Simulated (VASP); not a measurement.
# ZrC2 (R-3m) in VASP: further runs, part 2 of 2

VASP 6.6.1. Earlier steps stand in the parts before.

### Step 3. Relaxation of cell and atoms, PBE (random cell by space group and Wyckoff sites (R-3m, No. 166))

Input file INCAR:

```
SYSTEM = ZrC2
PREC     = Accurate       ! precision mode
ENCUT    = 600            ! plane-wave cutoff, eV
EDIFF    = 1E-6           ! SCF threshold, eV
ISMEAR   = 0              ! smearing method
SIGMA    = 0.1            ! smearing width, eV
LREAL    = .FALSE.        ! projectors in reciprocal space
LASPH    = .TRUE.         ! aspherical terms in the spheres
NELM     = 80             ! most SCF steps
ALGO     = Fast           ! electronic algorithm
ISIF     = 3              ! what is computed and relaxed
LWAVE    = .FALSE.        ! write WAVECAR
LCHARG   = .FALSE.        ! write CHGCAR
GGA      = PE             ! functional
IBRION   = 2              ! ionic algorithm
NSW      = 90             ! ionic steps
EDIFFG   = -0.04          ! ionic threshold
```

Input file KPOINTS:

```
Automatic mesh
0
G
  6 6 6
  0 0 0
```

Input file POSCAR:

```
ZrC2
1.0
    1.7785088500      1.0268225600      3.5370985600
   -1.7785088500      1.0268225600      3.5370985600
    0.0000000000     -2.0536451300      3.5370985600
Zr C
1 2
Direct
    0.0000000000      0.0000000000      0.0000000000
    0.2141036300      0.2141036300      0.2141036300
    0.7858963700      0.7858963700      0.7858963700
```

Potentials or basis: VASP PAW PBE potentials, release 64 (Zr_sv, C).

Command:

```console
> cat potpaw_PBE.64/Zr_sv/POTCAR potpaw_PBE.64/C/POTCAR > POTCAR
> mpirun -np 1 vasp_std > vasp.out
```

OUTCAR:

```text
SYSTEM = ZrC2
   PREC = Accurate
   ENCUT = 600
   EDIFF = 1E-6
   ISMEAR = 0
   LREAL = .FALSE.
   LASPH = .TRUE.
   NELM = 80
   ISIF = 3
   GGA = PE
   IBRION = 2
   NSW = 90
   EDIFFG = -0.04

 ion  position               nearest neighbor table
   1  0.000  0.000  0.000-   2 2.27   3 2.27   3 2.41   3 2.41   2 2.41   2 2.41   3 2.41   2 2.41

   2  0.214  0.214  0.214-   1 2.27   1 2.41   1 2.41   1 2.41
   3  0.786  0.786  0.786-   1 2.27   1 2.41   1 2.41   1 2.41

  LATTYP: Found a trigonal (rhomboedric) cell.
 ALAT       =     4.0900518973
 COS(alpha) =     0.6218323112

  Lattice vectors:

 A1 = (   1.7785088500,   1.0268225600,   3.5370985600)
 A2 = (  -1.7785088500,   1.0268225600,   3.5370985600)
 A3 = (   0.0000000000,  -2.0536451300,   3.5370985600)

Analysis of symmetry for initial positions (statically):
=====================================================================
 Subroutine PRICEL returns:
 Original cell was already a primitive cell.

 Routine SETGRP: Setting up the symmetry group for a
 trigonal (rhombohedral) supercell.

 Subroutine GETGRP returns: Found 12 space group operations
 (whereof 12 operations were pure point group operations)
 out of a pool of 12 trial point group operations.

The static configuration has the point symmetry D_3d.

Analysis of symmetry for dynamics (positions and initial velocities):
=====================================================================
 Subroutine PRICEL returns:
 Original cell was already a primitive cell.

 Routine SETGRP: Setting up the symmetry group for a
 trigonal (rhombohedral) supercell.

 Subroutine GETGRP returns: Found 12 space group operations
 (whereof 12 operations were pure point group operations)
 out of a pool of 12 trial point group operations.

The dynamic configuration has the point symmetry D_3d.

 Subroutine INISYM returns: Found 12 space group operations
 (whereof 12 operations are pure point group operations),
 and found     1 'primitive' translations

[... 149 lines left out ...]

------------------------ aborting loop because EDIFF is reached ----------------------------------------

  FORCE on cell =-STRESS in cart. coord.  units (eV):
  Direction    XX          YY          ZZ          XY          YZ          ZX
  --------------------------------------------------------------------------------------
  -------------------------------------------------------------------------------------
  Total       -3.5905842     -3.5905842      0.9619869      0.0000000     -0.0000000      0.0000000
  in kB     -148.4314238   -148.4314238     39.7676456      0.0000000     -0.0000000      0.0000000
  external PRESSURE =     -85.6984007 kB  Pullay stress =       0.0000000 kB
[... 24 lines left out ...]
--------------------------------------- Ionic step        2  -------------------------------------------

 number of electron      20.0000000 magnetization

 E-fermi :   8.6396     XC(G=0): -11.8688

 val. band max:        8.5849932079   @ k =  -0.3333   0.5000   0.3333
 cond. band min:       8.7659296239   @ k =   0.5000   0.3333   0.3333
 fundamental gap:      0.1809364160
 Fermi energy:         8.6396273181

 k-point     1 :       0.0000    0.0000    0.0000
  band No.  band energies     occupation
      1     -39.4824      2.00000
      2     -17.6867      2.00000
      3     -17.3487      2.00000
      4     -17.3487      2.00000
      5      -5.2438      2.00000
      6       2.6462      2.00000
      7       3.5236      2.00000
      8       4.7599      2.00000
      9       4.7599      2.00000
     10      10.1927      0.00000
     11      10.5429      0.00000
     12      10.5429      0.00000
     13      10.6794      0.00000
     14      10.6794      0.00000
[... 458 lines left out ...]
  FREE ENERGIE OF THE ION-ELECTRON SYSTEM (eV)
  ---------------------------------------------------
  free  energy   TOTEN  =       -24.0947196039 eV

  energy  without entropy=      -24.0890951757  energy(sigma->0) =      -24.09190739

[... ionic steps 4 to 16 ...]

--------------------------------------- Ionic step       17  -------------------------------------------

 number of electron      19.9999999 magnetization

------------------------ aborting loop because EDIFF is reached ----------------------------------------
[... 69 lines left out ...]
--------------------------------------- Ionic step       19  -------------------------------------------

 number of electron      19.9999999 magnetization

 Free energy of the ion-electron system (eV)
  ---------------------------------------------------
  ext. energy  EPLUGINS =         0.00000000
  ---------------------------------------------------
  free energy    TOTEN  =       -25.90970747 eV

  energy without entropy =      -25.90695982  energy(sigma->0) =      -25.90833364

 E-fermi :  12.1392     XC(G=0): -12.8410

 val. band max:       12.0546691859   @ k =   0.5000   0.3333   0.1667
 cond. band min:      12.1915020963   @ k =   0.1667  -0.0000   0.0000
 fundamental gap:      0.1368329104
 Fermi energy:        12.1392483884

 k-point     1 :       0.0000    0.0000    0.0000
  band No.  band energies     occupation
      1     -36.7310      2.00000
      2     -15.1785      2.00000
      3     -13.4849      2.00000
      4     -13.4849      2.00000
      5      -6.5795      2.00000
      6       5.1867      2.00000
      7       7.5603      2.00000
      8       7.9586      2.00000
      9       7.9586      2.00000
     10      13.3579      0.00000
     11      13.3579      0.00000
     12      14.9134      0.00000
     13      15.8681      0.00000
     14      15.8681      0.00000
[... 421 lines left out ...]
  FREE ENERGIE OF THE ION-ELECTRON SYSTEM (eV)
  ---------------------------------------------------
  free  energy   TOTEN  =       -25.9097074727 eV

  energy  without entropy=      -25.9069598170  energy(sigma->0) =      -25.90833364

 reached required accuracy - stopping structural energy minimisation
```

Run time: 14 min. Hardware: 1 thread of Intel Xeon Platinum 8375C at 2.90GHz (Ice Lake), shared host; peak memory 0.26 GiB.

Results:

| Property | Result |
| --- | --- |
| Free energy | -25.9097 eV |
| Relaxed volume | 9.70 Å³/atom |
| Relaxed cell | a = 4.601 Å, b = 4.601 Å, c = 4.601 Å, α = 35.32°, β = 35.32°, γ = 35.32° |
| Space group after relaxing (to 0.05 Å) | R-3m (No. 166) |
| Energy gained by relaxing | 905.4 meV/atom |
| Ionic steps | 19 |
| Pressure after relaxing | -0.3 GPa |
| Largest force after relaxing | 0.006 eV/Å |
| Band gap on the k mesh | none (metal or under the smearing width) |

Forces on the atoms (eV/Å):
```
Zr   0.000  0.000  0.000
C    0.000  0.000 -0.006
C    0.000  0.000  0.006
```

Stress tensor (GPa, compression positive):
```
-0.30  0.00  0.00
 0.00 -0.30  0.00
 0.00  0.00 -0.42
```

Step by step:
| step | energy change (eV) | largest force (eV/Å) | pressure (GPa) | volume (Å³) |
| --- | --- | --- | --- | --- |
| 1 | 0.0000 | 0.5859 | -8.57 | 38.76 |
| 2 | -0.4955 | 0.7928 | -0.24 | 34.94 |
| 3 | -0.9011 | 2.2391 | 21.91 | 30.38 |
| 4 | -0.8900 | 2.9223 | 33.56 | 28.88 |
| 5 | -0.9531 | 3.1736 | 34.66 | 28.59 |
| 6 | -1.1129 | 3.9931 | 38.52 | 27.69 |
| 7 | -1.3003 | 5.2824 | 51.66 | 25.83 |
| 8 | -1.7037 | 4.7106 | 42.29 | 26.07 |
| 9 | -2.3650 | 2.0638 | 26.35 | 26.70 |
| 10 | -2.3886 | 1.4314 | 25.00 | 26.83 |
| 11 | -2.5407 | 1.2369 | 17.39 | 27.41 |
| 12 | -2.6938 | 0.7498 | 2.53 | 28.78 |
| 13 | -2.6959 | 0.6890 | 1.08 | 28.95 |
| 14 | -2.6960 | 0.6735 | 0.72 | 28.99 |
| 15 | -2.7035 | 0.5191 | 0.62 | 28.99 |
| 16 | -2.7153 | 0.0646 | 0.46 | 29.00 |
| 17 | -2.7157 | 0.0351 | 0.48 | 29.00 |
| 18 | -2.7160 | 0.0165 | 0.08 | 29.04 |
| 19 | -2.7161 | 0.0058 | -0.34 | 29.09 |

Final structure:
```xyz
3
Lattice="1.3959 0.8059 4.3095 -1.3959 0.8059 4.3095 0.0000 -1.6118 4.3095" Properties=species:S:1:pos:R:3 pbc="T T T"
Zr    0.0000    0.0000    0.0000
C     0.0000    0.0000    2.3897
C     0.0000    0.0000   10.5387
```

Levels at points of the mesh, in eV from the Fermi level:
```
           k point  band 8  band 9  band 10  band 11  band 12  band 13
(0.00, 0.00, 0.00)   -4.18   -4.18     1.22     1.22     2.77     3.73
(0.50, 0.00, 0.00)   -5.54   -4.27    -3.48     1.75     4.40     4.56
(0.50, 0.50, 0.00)   -6.25   -3.42    -2.32     2.15     2.32     2.82
(0.50, 0.50, 0.50)   -3.84   -3.40     0.48     0.48     0.94     3.60
```

Caveat: the volume moved by over 15 % at a fixed basis, so the end points are rough.
